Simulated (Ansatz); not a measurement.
An input for the plane-wave PAW code Ansatz:

```yaml
crystal:
  lattice:
    - [2.5524804075, 0.0, 0.0]
    - [-1.2762402038, 2.2105128756, 0.0]
    - [0.0, 0.0, 4.1690513323]
  atoms:
    - { symbol: Cu, position: [0.3333333333, 0.6666666667, 0.75] }
    - { symbol: Cu, position: [0.6666666667, 0.3333333333, 0.25] }
basis:
  ecutwfc: 420
  ecutrho_ratio: 4
kpoints:
  mp_grid: { grid: [8, 8, 6] }
hamiltonian:
  xc: pbe
scf:
  occupations: { method: gaussian, width: 0.05 }
output:
  forces: true
  stress: true
  eigenvalues: true
relax:
  f_tol: 0.03
  max_steps: 60
  cell: { stress_tol: 0.3 }
```

At room temperature and ambient pressure Cu is fcc.

Before reading the output: what should come out?

Final volume 11.98 Å³/atom, energy lowered by 2.3 meV/atom, pressure 0.0 GPa, gap on the mesh zero (metallic) (PBE, scalar-relativistic).

Output, machine lines left out:

```
Pseudopotentials: kind: paw
Pseudopotential: Cu, paw, valence charge 19, recommended cutoff 420 eV (normal), Cu.paw.azcp
Crystal: 2 atoms, lattice volume = 23.523 Å³
Basis set: ecut = 420 eV, 463 PW (Γ), exchange–correlation on 36×36×60 points (8 copies of the dense FFT grid, shifted against one another)
Bands: 23, of which v1, the nominal top of the filled ones, is band 19 counted from 1 (18 counted from 0)
Symmetry: 24 space group operations
Space group: P63/mmc (ITA 194), of the structure as read, at distance tolerance 2.9e-5 Å
k-points: 40 of 384
Initial density: superposition of atomic densities (neutral atoms: chi_scale 0, normalization atom), corrected by the library's trained network
Initial wavefunctions: pseudopotential atomic-orbital guess
Functional: x = pbe(κ = 0.804, μ = 0.21951), c = pbe(β = 0.06672)
```

```
SCF iter   1: F=—  HF=-13250.299875 eV  |F-HF|=—  |Δ(HF+E_count)|=         —  Δρ=1.59e-3  dr2=2.16e-4
SCF iter   2: F=—  HF=-13250.300255 eV  |F-HF|=—  |Δ(HF+E_count)|=   3.80e-4  Δρ=7.99e-4  dr2=4.95e-5
SCF iter   3: F=—  HF=-13250.300297 eV  |F-HF|=—  |Δ(HF+E_count)|=   4.20e-5  Δρ=2.93e-4  dr2=9.97e-6
SCF iter   4: F=—  HF=-13250.300295 eV  |F-HF|=—  |Δ(HF+E_count)|=   2.37e-6  Δρ=3.26e-5  dr2=7.17e-8
SCF iter   5: F=-13250.300295 eV  HF=-13250.300295 eV  |F-HF|=1.31e-8  |Δ(HF+E_count)|=   1.02e-7  Δρ=1.16e-5  dr2=9.39e-9
SCF iter   6: F=-13250.300295 eV  HF=-13250.300295 eV  |F-HF|=1.09e-11  |Δ(HF+E_count)|=   1.46e-8  Δρ=3.67e-7  dr2=1.14e-11
SCF 1 converged in 6 iterations: F = -13250.300295 eV  dr2 = 1.14e-11
relax step   1: F+E_penalty+E_count = -13250.30029468 eV  Δ(F+E_penalty+E_count) = +0.000e0 eV  max|allowed force component| = 9.252e-18 eV/Å  Δτ_max = 0.0000 Å  P = +2.688 GPa  Ω = 23.523 Å³  (6 SCF iters, dr2 threshold 1.00e-7 eV, accepted)
SCF iter   1: F=—  HF=-13250.303937 eV  |F-HF|=—  |Δ(HF+E_count)|=         —  Δρ=3.48e-3  dr2=1.84e-3
SCF iter   2: F=—  HF=-13250.303556 eV  |F-HF|=—  |Δ(HF+E_count)|=   3.82e-4  Δρ=3.08e-4  dr2=8.53e-6
...
SCF 2 converged in 6 iterations: F = -13250.303518 eV  dr2 = 5.41e-12
SCF 3 converged in 6 iterations: F = -13250.304613 eV  dr2 = 6.94e-12
...
SCF iter   4: F=-13250.304916 eV  HF=-13250.304916 eV  |F-HF|=8.32e-9  |Δ(HF+E_count)|=   1.91e-7  Δρ=3.56e-6  dr2=1.30e-10
SCF iter   5: F=-13250.304916 eV  HF=-13250.304916 eV  |F-HF|=1.82e-12  |Δ(HF+E_count)|=   8.34e-9  Δρ=1.41e-7  dr2=2.68e-12
SCF iter   6: F=-13250.304916 eV  HF=-13250.304916 eV  |F-HF|=1.82e-12  |Δ(HF+E_count)|=    0.00e0  Δρ=1.92e-8  dr2=7.29e-15
SCF 4 converged in 6 iterations: F = -13250.304916 eV  dr2 = 7.29e-15
```

```
SCF converged after 6 iterations
Free energy (F): -13250.304916 eV
E sigma→0 (E₀):  -13250.304121 eV
Entropy (-TS):   -0.001589 eV (-0.795 meV/atom)
Fermi energy:    16.427181 eV
--- Forces (eV/Å), atoms counted from 1 ---
  atom   1  Cu     0.00000000     0.00000000     0.00000000
  atom   2  Cu     0.00000000     0.00000000     0.00000000
--- Stress (GPa, compression-positive) ---
        0.063369       0.000000       0.000000
        0.000000       0.063369       0.000000
        0.000000       0.000000      -0.048865
  P = ⅓ Tr σ = 0.0260 GPa (0.260 kbar)
--- Band table (eV; the first three rows and the last of 40) ---
  k-point 0: bands = ["-96.0708", "-96.0573", "-53.4904", "-53.4027", "-53.4027", "-53.3864", "-53.3864", "-53.3858", "7.1637", "11.4750", "13.5358", "13.5631", "13.5631", "13.7754", "13.7754", "14.0240", "14.0240", "14.7882", "14.7882", "15.5430", "20.2777", "37.5749", "37.6577"]
  k-point 1: bands = ["-96.0699", "-96.0583", "-53.4835", "-53.4016", "-53.4016", "-53.3929", "-53.3875", "-53.3875", "7.4173", "11.3084", "13.4866", "13.5177", "13.5177", "13.7254", "13.7254", "14.1362", "14.1362", "14.5625", "14.7745", "14.7745", "21.9159", "37.5118", "37.6817"]
  k-point 2: bands = ["-96.0675", "-96.0608", "-53.4644", "-53.4121", "-53.3986", "-53.3986", "-53.3905", "-53.3905", "8.1578", "10.5569", "13.3684", "13.4787", "13.4787", "13.5232", "13.6141", "13.6141", "14.3568", "14.3568", "14.7102", "14.7102", "25.1588", "33.2090", "37.8149"]
  k-point 39: bands = ["-96.0552", "-96.0552", "-53.4721", "-53.4721", "-53.4415", "-53.4415", "-53.4068", "-53.4068", "12.3488", "12.3488", "12.9179", "12.9179", "13.2953", "13.2953", "14.1061", "14.1061", "14.8309", "14.8309", "19.4747", "19.4747", "21.8226", "21.8226", "24.6137"]
--- Relaxed structure (3 steps of the walk, 3 accepted, 1 SCFs on fresh bases) ---
  F+E_penalty+E_count = -13250.30491603 eV   max|allowed force component| = 2.544e-17 eV/Å   (the final SCF, on the basis selected at the relaxed cell)
  cell:  # Å, volume = 23.9549 Å³
    - [2.57625, 0.00000, 0.0]
    - [-1.28812, 2.23110, 0.0]
    - [0.0, 0.0, 4.16762]
  atoms:
    - { symbol: Cu, position: [0.33333, 0.66667, 0.75] }
    - { symbol: Cu, position: [0.66667, 0.33333, 0.25000] }
```

The k-mesh is coarse, so small energy differences aren't converged.
